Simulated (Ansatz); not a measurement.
Cubic perovskite LaAlO₃ (cubic high-temperature phase), treated with PBE+SOC (Ansatz, an electronic-structure program, plane waves, PAW).

Settings: plane-wave cutoff 520 eV, 10×10×10 k mesh, Fermi–Dirac smearing 0.01 eV, PAW data made under PBE.

Pressure at four volumes; x = ln(V/11.083 Å³). One pressure is withheld.

```json
[
 {"V (Å³/atom)": "10.418", "x": "-0.0619", "P (GPa)": "13.55"},
 {"V (Å³/atom)": "11.083", "x": "0.0000", "P (GPa)": "0.00"},
 {"V (Å³/atom)": "11.526", "x": "0.0392", "P (GPa)": "-6.93"},
 {"V (Å³/atom)": "11.748", "x": "0.0583", "P (GPa)": "?"}
]
```

Problem. Pass a parabola P(x) through the three rows shown, estimate the bulk modulus and its pressure derivative near zero pressure, and predict the withheld pressure.

Solution. Slopes between the rows: (0.00 − (13.55))/(0.0000 − (-0.0619)) = -218.90 and (-6.93 − (0.00))/(0.0392 − (0.0000)) = -176.79 GPa. Their difference over the span 0.1011 is c = 42.11/0.1011 = 416.5 GPa, so P(x) = 13.55 + (-218.90)(x − (-0.0619)) + 416.5 (x − (-0.0619))(x − (0.0000)). At the middle row B = −dP/dx = −[-218.90 + 416.5 × 0.0619] = 193.1 GPa, and B′ = dB/dP = 2c/B = 4.3. At x = 0.0583 the parabola gives -9.84 GPa; the run gives -9.88 GPa. The Birch–Murnaghan fit to the energies at all volumes has B0 = 192 GPa and B′ = 4.2.

Measured, for comparison: bulk modulus 215 ± 4 GPa (room temperature, not corrected to a static lattice, cubic phase above 14 GPa, extrapolated to zero pressure; as tabulated in Guennou et al. (2011), arXiv:1105.1276). Computed less measured: bulk modulus -11 %.

Note: the relaxation could not lower the start's symmetry, so the cell can be a saddle point above a distorted one.
